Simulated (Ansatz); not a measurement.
ZnTe (zinc blende, F-43m), a = 6.1792 Å, b = 6.1792 Å, c = 6.1792 Å, α = 90.00°, β = 90.00°, γ = 90.00°; the cell used has 2 atoms.

Relaxed with PBE.

Q: Which orbitals make up the states near the band edges in DFT-PBE in the program Ansatz with PAW potentials?

A: Top 1 eV of the valence band: Te 5p 91 %. Bottom 1 eV of the conduction band: Zn 4s 52 %, Te 5p 25 %, Te 5s 13 %, outside the projected shells 10 %. Projections are on Löwdin-orthogonalised atomic valence shells; empty p or d shells of many metals are not among them.

Q: Tabulate the density of states.

A: States/eV per cell of 2 atoms, in 0.25 eV bins, energy from the valence-band maximum.

| E (eV) | total | Zn 3d | Te 5p | Zn 4s |
|---|---|---|---|---|
| -7.85 | 0.00 | 0.00 | 0.00 | 0.00 |
| -7.60 | 0.00 | 0.00 | 0.00 | 0.00 |
| -7.35 | 0.00 | 0.00 | 0.00 | 0.00 |
| -7.10 | 0.00 | 0.00 | 0.00 | 0.00 |
| -6.85 | 2.94 | 2.80 | 0.12 | 0.01 |
| -6.60 | 32.52 | 31.74 | 0.64 | 0.09 |
| -6.35 | 4.54 | 4.26 | 0.05 | 0.06 |
| -6.10 | 0.00 | 0.00 | 0.00 | 0.00 |
| -5.85 | 0.00 | 0.00 | 0.00 | 0.00 |
| -5.60 | 0.00 | 0.00 | 0.00 | 0.00 |
| -5.35 | 0.00 | 0.00 | 0.00 | 0.00 |
| -5.10 | 0.00 | 0.00 | 0.00 | 0.00 |
| -4.85 | 0.46 | 0.01 | 0.29 | 0.14 |
| -4.60 | 3.28 | 0.10 | 1.87 | 1.19 |
| -4.35 | 1.19 | 0.06 | 0.68 | 0.37 |
| -4.10 | 0.73 | 0.04 | 0.41 | 0.20 |
| -3.85 | 0.54 | 0.03 | 0.31 | 0.14 |
| -3.60 | 0.40 | 0.02 | 0.22 | 0.09 |
| -3.35 | 0.32 | 0.02 | 0.18 | 0.07 |
| -3.10 | 0.25 | 0.01 | 0.14 | 0.05 |
| -2.85 | 0.91 | 0.03 | 0.77 | 0.05 |
| -2.60 | 1.59 | 0.05 | 1.40 | 0.06 |
| -2.35 | 1.38 | 0.04 | 1.20 | 0.06 |
| -2.10 | 1.80 | 0.05 | 1.61 | 0.05 |
| -1.85 | 2.08 | 0.06 | 1.87 | 0.05 |
| -1.60 | 1.99 | 0.06 | 1.79 | 0.04 |
| -1.35 | 1.92 | 0.06 | 1.73 | 0.03 |
| -1.10 | 1.90 | 0.06 | 1.72 | 0.02 |
| -0.85 | 1.62 | 0.06 | 1.47 | 0.01 |
| -0.60 | 0.90 | 0.03 | 0.82 | 0.01 |
| -0.35 | 0.55 | 0.02 | 0.51 | 0.00 |
| -0.10 | 0.17 | 0.01 | 0.16 | 0.00 |
| 0.15 | 0.00 | 0.00 | 0.00 | 0.00 |
| 0.40 | 0.00 | 0.00 | 0.00 | 0.00 |
| 0.65 | 0.00 | 0.00 | 0.00 | 0.00 |
| 0.90 | 0.00 | 0.00 | 0.00 | 0.00 |
| 1.15 | 0.00 | 0.00 | 0.00 | 0.00 |
| 1.40 | 0.01 | 0.00 | 0.00 | 0.00 |
| 1.65 | 0.02 | 0.00 | 0.00 | 0.01 |
| 1.90 | 0.13 | 0.00 | 0.03 | 0.07 |
| 2.15 | 0.41 | 0.00 | 0.11 | 0.20 |
| 2.40 | 0.82 | 0.00 | 0.24 | 0.35 |
| 2.65 | 1.40 | 0.00 | 0.40 | 0.51 |
| 2.90 | 2.44 | 0.01 | 0.69 | 0.82 |
| 3.15 | 1.70 | 0.00 | 0.47 | 0.57 |
| 3.40 | 1.00 | 0.00 | 0.26 | 0.31 |
| 3.65 | 0.88 | 0.00 | 0.18 | 0.23 |
| 3.90 | 0.82 | 0.00 | 0.12 | 0.15 |
| 4.15 | 0.79 | 0.00 | 0.07 | 0.09 |
| 4.40 | 0.92 | 0.00 | 0.06 | 0.07 |
| 4.65 | 1.97 | 0.00 | 0.13 | 0.12 |
| 4.90 | 2.20 | 0.00 | 0.14 | 0.10 |
| 5.15 | 1.28 | 0.00 | 0.09 | 0.06 |
| 5.40 | 1.35 | 0.00 | 0.08 | 0.05 |
| 5.65 | 2.02 | 0.00 | 0.09 | 0.04 |
| 5.90 | 1.83 | 0.00 | 0.08 | 0.05 |

Symmetry was held in the PBE relaxation. Spin–orbit coupling is left out wherever it is not named.

Potentials: the later of the program's two PAW sets.
